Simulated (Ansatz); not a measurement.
BaTiO3:

```xyz
10
Lattice="-3.8027 -0.0566 -0.0218 -0.0219 -0.0317 -4.1303 -0.1132 -7.9735 -0.0631" Properties=species:S:1:pos:R:3 pbc="T T T"
Ba   -0.2466   -3.9791   -3.7874
Ba   -0.0540   -0.2243   -3.8091
Ti   -1.7732   -1.6800   -2.1731
Ti   -2.0067   -6.1212   -2.0029
O    -1.8588   -1.9453   -0.1906
O    -1.8152   -5.5583   -0.3551
O    -2.1087   -3.6341   -2.2729
O    -2.0275   -0.2908   -2.3182
O    -3.7738   -2.1462   -1.9271
O    -0.1085   -6.6995   -2.1549
```

* Program: Ansatz 0.2.0
* Task: relaxation of cell and atoms
* Functional: PBE
* Potentials or basis: Ansatz PAW
* Cutoff: 420 eV (not typed: the program's choice for these potentials)
* k mesh: 7 × 7 × 4
* Occupations: fermi-dirac, width 0.05 eV
* Spin: no spin polarisation
* Hubbard terms: Ti d U = 5 eV

At the start: volume 12.52 Å³/atom.

Task: How do energy, volume and symmetry change on relaxing?

Result: It ends after 13 steps and the volume is 13.27 Å³/atom (+6.0 %); space group Cm (No. 8, to 0.05 Å).

Step by step:
```tsv
step	energy change (eV)	largest force (eV/Å)	volume (Å³)
1	0.0000	27.4737	125.20
2	-7.2935	10.6929	134.40
3	-9.8104	3.3432	135.49
4	-10.6229	1.2412	135.70
5	-10.8174	0.1083	132.15
6	-10.8231	0.0107	132.28
7	-10.8234	0.0035	132.25
8	-10.8684	0.0048	132.25
9	-10.8688	0.0084	132.69
10	-10.8705	0.0084	132.69
11	-10.8708	0.0057	132.68
12	-10.8708	0.0035	132.67
13	-10.8708	0.0035	132.67
```

Final structure:
```
CELL_PARAMETERS angstrom
-4.02252 -0.00225 -0.00237
-0.00235 -0.00653 -4.06714
-0.00372 -8.10962 -0.01255
ATOMIC_POSITIONS crystal
Ba 0.99758 0.99228 0.49668
Ba 0.99757 0.99228 0.99672
Ti 0.49366 0.48189 0.24204
Ti 0.49373 0.48191 0.74203
O 0.50194 0.01431 0.25221
O 0.50192 0.01430 0.75222
O 0.50206 0.50525 0.50622
O 0.50206 0.50526 0.00620
O 0.00477 0.50626 0.25283
O 0.00472 0.50626 0.75284
```

Caveat: the electronic state changed during the relaxation; the plane-wave basis is chosen anew once the cell has moved, so the energies of steps on either side of that aren't comparable; the pressure holds a Pulay correction of +0.5 GPa for the finite cutoff.
